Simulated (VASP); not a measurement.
Runs of VASP 6.6.1 on LiCl. It takes space group Fm-3m (No. 225, cubic). Conventional cell: a = 5.084 Å, b = 5.084 Å, c = 5.084 Å, α = 90.00°, β = 90.00°, γ = 90.00°. Around Li (site symmetry m-3m) lie 6 Cl at 2.54 Å. Cl (site symmetry m-3m) is surrounded by 6 Li at 2.54 Å. The cell is a database's computed one.

```tsv
task	level	potentials or basis	cell	k mesh	cutoff (eV)	mesh quality	gap on the mesh (eV)	pressure (GPa)	relaxed volume (Å³/atom)
relaxation of cell and atoms	RPBE	VASP PAW PBE potentials, release 64 (Li_sv, Cl)	relaxed	8 × 8 × 8	600	not flagged	(a)	0.0	(c)
relaxation of cell and atoms	PBEsol	VASP PAW PBE potentials, release 64 (Li_sv, Cl)	relaxed	4 × 4 × 4	600	coarse	(b)	0.0	16.26
relaxation of cell and atoms	PBEsol	VASP PAW PBE potentials, release 64 (Li_sv, Cl)	relaxed	8 × 8 × 8	600	not flagged	6.38	0.0	16.19
relaxation of cell and atoms	PBEsol	VASP PAW PBE potentials, release 64 (Li, Cl)	relaxed	8 × 8 × 8	580	not flagged	6.33	0.0	16.31
relaxation of cell and atoms	LDA	VASP PAW LDA potentials, release 64 (Li_sv, Cl)	relaxed	8 × 8 × 8	600	not flagged	6.52	0.0	15.26
single point	PBEsol	VASP PAW PBE potentials, release 64 (Li_sv, Cl)	as given	8 × 8 × 8	520	not flagged	6.29	-	-
```

Alike in all rows: no spin polarisation; smearing gaussian 0.02 eV.

Problem. Fill in the values left out.

Solution. (a) 6.23; (b) 6.35; (c) 18.09.

Caveats: some runs use coarse meshes; the cutoff is under 1.25 times the usual one of these potentials, so pressure, stress and relaxed cells hold a basis-set (Pulay) error (some runs); the PAW data sets were made with another functional, which shifts forces and pressure a little (some runs).

A k mesh can miss the band edges.

The runs don't all hold the same shells in valence.

Runs at the PBE level aren't shown here.
